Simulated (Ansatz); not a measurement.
Runs of Ansatz 0.2.0 on Sb. Symmetry: Pm-3m, No. 221, cubic system. Conventional cell: a = 3.160 Å, b = 3.160 Å, c = 3.160 Å, α = 90.00°, β = 90.00°, γ = 90.00°. Around Sb (site symmetry m-3m) lie 6 Sb at 3.16 Å. This isn't the form of Sb at room conditions, which is rhombohedral.

| task | spin | cell | points for each segment of the path | target pressure (GPa) | gap on the mesh (eV) | pressure (GPa) |
| --- | --- | --- | --- | --- | --- | --- |
| band structure | SOC, no magnetisation | as given | 14 | - | none | -4.5 |
| relaxation of cell and atoms | off | relaxed to 20 GPa | - | 20 | none | 20.0 |
| relaxation of cell and atoms | off | relaxed to 2 GPa | - | 2 | none | 2.0 |
| relaxation of cell and atoms | off | relaxed to 30 GPa | - | 30 | none | 30.0 |
| relaxation of cell and atoms | off | relaxed to 5 GPa | - | 5 | none | 5.0 |
| relaxation of cell and atoms | off | relaxed | - | 0 | none | 0.0 |
| relaxation of cell and atoms | off | relaxed to 10 GPa | - | 10 | none | 10.0 |
| band structure | off | as given | 14 | - | none | (a) |

Alike in all rows: level PBEsol; potentials or basis Ansatz PAW; k mesh 8 × 8 × 8; cutoff (eV) 420; smearing fermi-dirac 0.05 eV.

Problem. Estimate the missing entries.

Solution. (a) -4.7.

Caveats: the PAW data sets come from PBE, with cores solved anew for the run's functional, which leaves a small shift of forces and pressure; the plane-wave basis is chosen anew once the cell has moved, so the energies of steps on either side of that aren't comparable (some runs); spin-orbit coupling is left out, which moves the levels of the heavy elements (some runs).

A k mesh can miss the band edges, and rows without SOC leave out spin-orbit coupling on Sb.

A gap of «none» marks a metal or a gap under the smearing width.
